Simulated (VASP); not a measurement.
# GaN (F-43m) in VASP: notebook

The runs below take GaN through relaxation of cell and atoms, with PBE.

Everything below comes from runs of VASP 6.6.1. Logs are shortened: lines on timing, memory, paths and dates and some standing lists are left out, and cuts for length are marked.

### 1 The structure

The structure is cubic, space group F-43m (No. 216). The conventional cell has a = 4.507 Å, b = 4.507 Å, c = 4.507 Å, α = 90.00°, β = 90.00°, γ = 90.00°. Ga (site symmetry -43m) has 4 N at 1.95 Å as nearest neighbours. N (site symmetry -43m) is surrounded by 4 Ga at 1.95 Å.

The cell is a database's computed one.

### 2 Relaxation of cell and atoms, PBE

INCAR

```
  PREC = Accurate
  ENCUT = 600
  EDIFF = 1E-6
  ISMEAR = 0
  SIGMA = 0.03
  LREAL = F
  LASPH = T
  NELM = 80
  ALGO = Normal
  ISIF = 3
  LWAVE = F
  LCHARG = F
  GGA = PE
  IBRION = 2
  NSW = 90
  EDIFFG = -0.01
```

KPOINTS

```
regular mesh
0
Gamma
  10 10 10
```

POSCAR

```
GaN
1.0
    0.0000000000      2.2535006100      2.2535006100
    2.2535006100      0.0000000000      2.2535006100
    2.2535006100      2.2535006100      0.0000000000
Ga N
1 1
Direct
    0.0000000000      0.0000000000      0.0000000000
    0.7500000000      0.7500000000      0.7500000000
```

Potentials or basis: VASP PAW PBE potentials, release 64 (Ga_d, N).

The run is started by

```sh
$ cat potpaw_PBE.64/Ga_d/POTCAR potpaw_PBE.64/N/POTCAR > POTCAR
$ mpirun -np 1 vasp_std > vasp.out
```

OUTCAR:

```text
PREC = Accurate
   ENCUT = 600
   EDIFF = 1E-6
   ISMEAR = 0
   LREAL = F
   LASPH = T
   NELM = 80
   ISIF = 3
   GGA = PE
   IBRION = 2
   NSW = 90
   EDIFFG = -0.01

 ion  position               nearest neighbor table
   1  0.000  0.000  0.000-   2 1.95   2 1.95   2 1.95   2 1.95
   2  0.750  0.750  0.750-   1 1.95   1 1.95   1 1.95   1 1.95

  LATTYP: Found a face centered cubic cell.
 ALAT       =     4.5070012200

  Lattice vectors:

 A1 = (   0.0000000000,   2.2535006100,   2.2535006100)
 A2 = (   2.2535006100,   0.0000000000,   2.2535006100)
 A3 = (   2.2535006100,   2.2535006100,   0.0000000000)

Analysis of symmetry for initial positions (statically):
=====================================================================
 Subroutine PRICEL returns:
 Original cell was already a primitive cell.

 Routine SETGRP: Setting up the symmetry group for a
 face centered cubic supercell.

 Subroutine GETGRP returns: Found 24 space group operations
 (whereof 24 operations were pure point group operations)
 out of a pool of 48 trial point group operations.

The static configuration has the point symmetry T_d .

Analysis of symmetry for dynamics (positions and initial velocities):
=====================================================================
 Subroutine PRICEL returns:
 Original cell was already a primitive cell.

 Routine SETGRP: Setting up the symmetry group for a
 face centered cubic supercell.

 Subroutine GETGRP returns: Found 24 space group operations
 (whereof 24 operations were pure point group operations)
 out of a pool of 48 trial point group operations.

The dynamic configuration has the point symmetry T_d .

 Subroutine INISYM returns: Found 24 space group operations
 (whereof 24 operations are pure point group operations),
 and found     1 'primitive' translations

----------------------------------------------------------------------------------------

                                     Primitive cell

  volume of cell :      22.8877

  direct lattice vectors                    reciprocal lattice vectors
     0.000000000  2.253500610  2.253500610    -0.221877020  0.221877020  0.221877020
     2.253500610  0.000000000  2.253500610     0.221877020 -0.221877020  0.221877020
     2.253500610  2.253500610  0.000000000     0.221877020  0.221877020 -0.221877020

  length of vectors
     3.186931125  3.186931125  3.186931125     0.384302272  0.384302272  0.384302272

  position of ions in fractional coordinates (direct lattice)
     0.000000000  0.000000000  0.000000000
     0.750000000  0.750000000  0.750000000

  ion indices of the primitive-cell ions
   primitive index   ion index
                 1           1
                 2           2

----------------------------------------------------------------------------------------

 KPOINTS: regular mesh

Automatic generation of k-mesh.
 Grid dimensions read from file:
 generate k-points for:   10   10   10

 Generating k-lattice:

  Cartesian coordinates                     Fractional coordinates (reciprocal lattice)
    -0.022187702  0.022187702  0.022187702     0.100000000  0.000000000  0.000000000
     0.022187702 -0.022187702  0.022187702     0.000000000  0.100000000  0.000000000
     0.022187702  0.022187702 -0.022187702     0.000000000  0.000000000  0.100000000

  Length of vectors
     0.038430227  0.038430227  0.038430227

  Shift w.r.t. Gamma in fractional coordinates (k-lattice)
     0.000000000  0.000000000  0.000000000

 Subroutine IBZKPT returns following result:
 ===========================================

 Found     47 irreducible k-points:

 Following reciprocal coordinates:
            Coordinates               Weight
  0.000000  0.000000  0.000000      1.000000
  0.100000  0.000000  0.000000      8.000000
  0.200000  0.000000  0.000000      8.000000
  0.300000  0.000000  0.000000      8.000000
  0.400000  0.000000  0.000000      8.000000
  0.500000  0.000000  0.000000      4.000000
[... 16 lines left out ...]
  0.300000  0.300000  0.000000      6.000000
  0.400000  0.300000  0.000000     24.000000
 [... further k-points ...]
   k-points           NKPTS =     47   k-points in BZ     NKDIM =     47   number of bands    NBANDS=     13
   number of dos      NEDOS =    301   number of ions     NIONS =      2
   total plane-waves  NPLWV =  21952
   dimension x,y,z NGX =    28 NGY =   28 NGZ =   28
   dimension x,y,z NGXF=    56 NGYF=   56 NGZF=   56
   ions per type =               1   1
   NGX,Y,Z   is equivalent  to a cutoff of  14.61, 14.61, 14.61 a.u.
   NGXF,Y,Z  is equivalent  to a cutoff of  29.21, 29.21, 29.21 a.u.
 SYSTEM =  unknown system
   PREC   = accura    normal or accurate (medium, high low for compatibility)
   ISTART =      0    job   : 0-new  1-cont  2-samecut
   ICHARG =      2    charge: 1-file 2-atom 10-const
   ISPIN  =      1    spin polarized calculation?
   LNONCOLLINEAR =      F non collinear calculations
   LSORBIT =      F    spin-orbit coupling
   LASPH  =      T    aspherical Exc in radial PAW
   ENCUT  =  600.0 eV  44.10 Ry    6.64 a.u.   6.37  6.37  6.37*2*pi/ulx,y,z
   NELM   =     80;   NELMIN=  2; NELMDL= -5     # of ELM steps
   EDIFF  = 0.1E-05   stopping-criterion for ELM
   LREAL  =      F    real-space projection
   EDIFFG = -.1E-01   stopping-criterion for IOM
   NSW    =     90    number of steps for IOM
   IBRION =      2    ionic relax: 0-MD 1-quasi-New 2-CG
   NFREE  =      1    steps in history (QN), initial steepest desc. (CG)
   ISIF   =      3    stress and relaxation
   ISYM   =      2    0-nonsym 1-usesym 2-fastsym
   POTIM  = 0.5000    time-step for ionic-motion
   TEBEG  =    0.0;   TEEND  =   0.0 temperature during run
   PSTRESS=    0.0 pullay stress
   NELECT =      18.0000    total number of electrons
   NUPDOWN=      -1.0000    fix difference up-down
   EMIN   =  10.00;   EMAX   =-10.00  energy-range for DOS
   EFERMI =   0.00;   METHOD = LEGACY
   ISMEAR =     0;   SIGMA  =   0.03  broadening in eV -4-tet -1-fermi 0-gaus
   EFERMI_NEDOS =   21; number of points for ismear=-14 and -15
   IALGO  =     38    algorithm
   IMIX   =      4    mixing-type and parameters
     AMIX     =   0.40;   BMIX     =  1.00
     AMIX_MAG =   1.60;   BMIX_MAG =  1.00
  volume/ion in A,a.u.               =      11.44        77.23
  Fermi-wavevector in a.u.,A,eV,Ry     =   1.511117  2.855596 31.068543  2.283473
  Thomas-Fermi vector in A             =   2.621216
   LORBIT       =      0    0 simple, 1 ext, 2 COOP (PROOUT), +10 PAW based schemes
   GGA     = PE    functional components
   LHFCALC =     F    Hartree Fock is set to
   AEXX    =    0.0000 exact exchange contribution
   IVDW    =     0    specifies the selected vdW correction
   LEPSILON=     F    determine dielectric tensor
   LRPA    =     F    only Hartree local field effects (RPA)
 conjugate gradient relaxation of ions
 non-spin polarized calculation
 Gauss-broadening in eV      SIGMA  =   0.03
  energy-cutoff  :      600.00
  volume of cell :       22.89
 maximum number of plane-waves:       785
 NGX is ok and might be reduce to    28
   NGX = 13   NGY = 13   NGZ = 13

--------------------------------------- Ionic step        1  -------------------------------------------

 number of electron      18.0000005 magnetization

 Free energy of the ion-electron system (eV)
  ---------------------------------------------------
  ext. energy  EPLUGINS =         0.00000000
  ---------------------------------------------------
  free energy    TOTEN  =       -12.14469597 eV

  energy without entropy =      -12.14469597  energy(sigma->0) =      -12.14469597

------------------------ aborting loop because EDIFF is reached ----------------------------------------

  FORCE on cell =-STRESS in cart. coord.  units (eV):
  Direction    XX          YY          ZZ          XY          YZ          ZX
  --------------------------------------------------------------------------------------
  -------------------------------------------------------------------------------------
  Total        0.7031364      0.7031364      0.7031364     -0.0000000      0.0000000      0.0000000
  in kB       49.2206245     49.2206245     49.2206245     -0.0000000      0.0000000      0.0000000
  external PRESSURE =      49.2206245 kB  Pullay stress =       0.0000000 kB

 VOLUME and BASIS-vectors are now :
 -----------------------------------------------------------------------------
  energy-cutoff  :      600.00
  volume of cell :       22.89
      direct lattice vectors                 reciprocal lattice vectors
     0.000000000  2.253500610  2.253500610    -0.221877020  0.221877020  0.221877020
     2.253500610  0.000000000  2.253500610     0.221877020 -0.221877020  0.221877020
     2.253500610  2.253500610  0.000000000     0.221877020  0.221877020 -0.221877020
[... 37 lines left out ...]
 POSITION                                       TOTAL-FORCE (eV/Angst)
 -----------------------------------------------------------------------------------
      0.00000      0.00000      0.00000        -0.000000     -0.000000     -0.000000
      3.43758      3.43758      3.43758         0.000000      0.000000      0.000000
 -----------------------------------------------------------------------------------
    total drift:                               -0.000001     -0.000001     -0.000001

  FREE ENERGIE OF THE ION-ELECTRON SYSTEM (eV)
  ---------------------------------------------------
  free  energy   TOTEN  =       -12.1475744753 eV

  energy  without entropy=      -12.1475744753  energy(sigma->0) =      -12.14757448

--------------------------------------- Ionic step        3  -------------------------------------------

 number of electron      18.0000002 magnetization

 Free energy of the ion-electron system (eV)
  ---------------------------------------------------
  ext. energy  EPLUGINS =         0.00000000
  ---------------------------------------------------
  free energy    TOTEN  =       -12.15416605 eV

  energy without entropy =      -12.15416605  energy(sigma->0) =      -12.15416605

 E-fermi :   5.1650     XC(G=0): -11.5215

 val. band max:        4.9887968063   @ k =   0.0000   0.0000   0.0000
 cond. band min:       6.5370909291   @ k =   0.0000   0.0000   0.0000
 fundamental gap:      1.5482941228
 Fermi energy:         5.1649847230

 k-point     1 :       0.0000    0.0000    0.0000
  band No.  band energies     occupation
      1     -10.7161      2.00000
      2      -8.4335      2.00000
      3      -8.4335      2.00000
      4      -8.4335      2.00000
      5      -8.1405      2.00000
      6      -8.1405      2.00000
      7       4.9888      2.00000
      8       4.9888      2.00000
      9       4.9888      2.00000
     10       6.5371      0.00000
     11      15.1197      0.00000
     12      15.1197      0.00000
     13      15.1197      0.00000

 k-point     2 :       0.1000    0.0000    0.0000
  band No.  band energies     occupation
      1     -10.6125      2.00000
      2      -8.4210      2.00000
      3      -8.4210      2.00000
      4      -8.3925      2.00000
      5      -8.1416      2.00000
      6      -8.1416      2.00000
      7       3.8781      2.00000
      8       4.8860      2.00000
      9       4.8860      2.00000
     10       7.4167      0.00000
     11      14.6242      0.00000
[... 339 lines left out ...]
 k-point    24 :       0.4000    0.3000    0.0000
  band No.  band energies     occupation
      1      -9.8377      2.00000
      2      -8.3096      2.00000
      3      -8.2270      2.00000
      4      -8.2268      2.00000
      5      -8.0845      2.00000
      6      -7.1840      2.00000
      7       0.0290      2.00000
      8       2.6001      2.00000
      9       2.9144      2.00000
     10       9.4038      0.00000
     11      11.9354      0.00000
     12      15.6610      0.00000
     13      17.6059      0.00000

 [... further k-points ...]

------------------------ aborting loop because EDIFF is reached ----------------------------------------

  FORCE on cell =-STRESS in cart. coord.  units (eV):
  Direction    XX          YY          ZZ          XY          YZ          ZX
  --------------------------------------------------------------------------------------
  -------------------------------------------------------------------------------------
  Total       -0.0121544     -0.0121544     -0.0121544     -0.0000000      0.0000000     -0.0000000
  in kB       -0.8279147     -0.8279147     -0.8279147     -0.0000000      0.0000000     -0.0000000
  external PRESSURE =      -0.8279147 kB  Pullay stress =       0.0000000 kB

 VOLUME and BASIS-vectors are now :
 -----------------------------------------------------------------------------
  energy-cutoff  :      600.00
  volume of cell :       23.52
      direct lattice vectors                 reciprocal lattice vectors
    -0.000000000  2.274101284  2.274101284    -0.219867076  0.219867076  0.219867076
     2.274101284  0.000000000  2.274101284     0.219867076 -0.219867076  0.219867076
     2.274101284  2.274101284  0.000000000     0.219867076  0.219867076 -0.219867076

 POSITION                                       TOTAL-FORCE (eV/Angst)
 -----------------------------------------------------------------------------------
      0.00000      0.00000      0.00000        -0.000000     -0.000000     -0.000000
      3.41115      3.41115      3.41115         0.000000      0.000000      0.000000
 -----------------------------------------------------------------------------------
    total drift:                               -0.000001     -0.000001     -0.000001

  FREE ENERGIE OF THE ION-ELECTRON SYSTEM (eV)
  ---------------------------------------------------
  free  energy   TOTEN  =       -12.1541660477 eV

  energy  without entropy=      -12.1541660477  energy(sigma->0) =      -12.15416605

 reached required accuracy - stopping structural energy minimisation
```

Run time: 52 s. Hardware: 1 thread of Intel Xeon Platinum 8488C (Sapphire Rapids), shared host; peak memory 0.17 GiB.

Results:

```yaml
Free_energy: -12.1542 eV
Relaxed_volume: 11.76 Å³/atom
Relaxed_cell: a = 3.216 Å, b = 3.216 Å, c = 3.216 Å, α = 60.00°, β = 60.00°, γ = 60.00°
Space_group_after_relaxing_to_0.05_Å: F-43m (No. 216)
Energy_gained_by_relaxing: 4.7 meV/atom
Ionic_steps: 3
Pressure_after_relaxing: -0.1 GPa
Band_gap_on_the_k_mesh: 1.55 eV, direct
```

Step by step:
```csv
step,energy change (eV),largest force (eV/Å),pressure (GPa),volume (Å³)
1,0.0000,0.0000,4.92,22.89
2,-0.0029,0.0000,-3.73,24.07
3,-0.0095,0.0000,-0.08,23.52
```

Final structure:
```cif
data_structure
_symmetry_space_group_name_H-M 'P 1'
_symmetry_Int_Tables_number 1
_cell_length_a 3.2161
_cell_length_b 3.2161
_cell_length_c 3.2161
_cell_angle_alpha 60.000
_cell_angle_beta 60.000
_cell_angle_gamma 60.000
_cell_volume 23.52
loop_
_atom_site_label
_atom_site_type_symbol
_atom_site_fract_x
_atom_site_fract_y
_atom_site_fract_z
_atom_site_occupancy
Ga1 Ga 0.00000 0.00000 0.00000 1
N1 N 0.75000 0.75000 0.75000 1
```

A hybrid or GW would open this gap; PBE tends to underestimate it.

### 3 Relaxation of cell and atoms, PBE

This run uses another cell than the first one, of 11.76 Å³/atom, 1.028 times its volume.

INCAR, as its differences from that of step 2:

```diff
@@ -2,3 +2,3 @@
   ENCUT = 600
-  EDIFF = 1E-6
+  EDIFF = 1E-7
   ISMEAR = 0
@@ -15,2 +15,2 @@
   NSW = 90
-  EDIFFG = -0.01
+  EDIFFG = -0.005
```

KPOINTS is that of step 2.

POSCAR

```
GaN                                     
1.0
   -0.0000000000      2.2741012840      2.2741012840
    2.2741012840      0.0000000000      2.2741012840
    2.2741012840      2.2741012840      0.0000000000
  Ga              N             
     1     1
Direct
     0.0000000000000000    0.0000000000000000    0.0000000000000000
     0.7500000000000000    0.7500000000000000    0.7500000000000000
```

Potentials or basis: VASP PAW PBE potentials, release 64 (Ga_d, N).

The run is started by

```sh
$ cat potpaw_PBE.64/Ga_d/POTCAR potpaw_PBE.64/N/POTCAR > POTCAR
$ mpirun -np 1 vasp_std > vasp.out
```

Wall time 24 s (1 thread of Intel Xeon Platinum 8488C (Sapphire Rapids), shared host); peak memory 0.16 GiB.

The run converged. Its results:

- Free energy: -12.1551 eV
- Pressure after relaxing: 0.0 GPa
- Band gap on the k mesh: 1.55 eV, direct

Final structure:
```
Ga N
1.0
     0.00000    2.27410    2.27410
     2.27410    0.00000    2.27410
     2.27410    2.27410    0.00000
Ga N
1 1
Cartesian
  0.0000 0.0000 0.0000
  3.4112 3.4112 3.4112
```

Levels at points of the mesh, in eV from the valence-band top:
```
           k point  band 6  band 7  band 8  band 9  band 10  band 11  band 12  band 13
(0.00, 0.00, 0.00)  -13.13    0.00    0.00    0.00     1.55    10.13    10.13    10.13
(0.50, 0.00, 0.00)  -11.88   -6.86   -0.93   -0.93     4.45     8.59    10.22    10.22
(0.50, 0.50, 0.00)  -11.45   -6.01   -2.61   -2.61     3.34     6.50    11.52    13.67
```

Caveat: the relaxation stopped at its first step, so nothing moved. A hybrid or GW would open this gap; PBE tends to underestimate it.
